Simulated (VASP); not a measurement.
Crystal: Ir.

```
CELL_PARAMETERS angstrom
2.79895 0.00000 0.00000
-1.39948 2.42396 0.00000
0.00000 0.00000 9.02718
ATOMIC_POSITIONS crystal
Ir 0.00000 0.00000 0.00000
Ir 0.00000 0.00000 0.50000
Ir 0.33333 0.66667 0.75000
Ir 0.66667 0.33333 0.25000
```

The cell was built by a generator and needn't be a form met in nature.

```yaml
Program: VASP 6.6.1
Task: relaxation of cell and atoms
Functional: PBEsol
Potentials_or_basis: VASP PAW PBE potentials, release 64 (Ir)
Cutoff: 600 eV
k_mesh: 9 × 9 × 2
Occupations: gaussian, width 0.1 eV
Spin: no spin polarisation
```

At the start: pressure -25.5 GPa; volume 15.31 Å³/atom.

Where does the relaxation end?

Over 10 steps the energy falls by 103.5 meV/atom and the volume is 14.12 Å³/atom (-7.8 %); space group P6_3/mmc (No. 194, to 0.05 Å).

Step by step:
```csv
step,energy change (eV),largest force (eV/Å),pressure (GPa),volume (Å³)
1,0.0000,0.0000,-25.49,61.25
2,7.5337,0.0000,235.91,42.09
3,-0.4065,0.0000,-3.83,57.04
4,-0.4124,0.0000,-1.45,56.69
5,-0.4134,0.0000,0.01,56.47
6,-0.4132,0.0000,0.65,56.38
7,-0.4115,0.0000,-2.08,56.77
8,-0.4139,0.0000,-0.31,56.52
9,-0.4138,0.0000,0.47,56.40
10,-0.4141,0.0000,0.01,56.47
```

Final structure:
```yaml
crystal:
  lattice:
    - [2.71983, 0.00000, 0.00000]
    - [-1.35992, 2.35545, 0.00000]
    - [0.00000, 0.00000, 8.81431]
  atoms:
    - { symbol: Ir, position: [0.00000, 0.00000, 0.00000] }
    - { symbol: Ir, position: [0.00000, 0.00000, 0.50000] }
    - { symbol: Ir, position: [0.33333, 0.66667, 0.75000] }
    - { symbol: Ir, position: [0.66667, 0.33333, 0.25000] }
```

Caveat: the PAW data sets were made with another functional, which shifts forces and pressure a little.
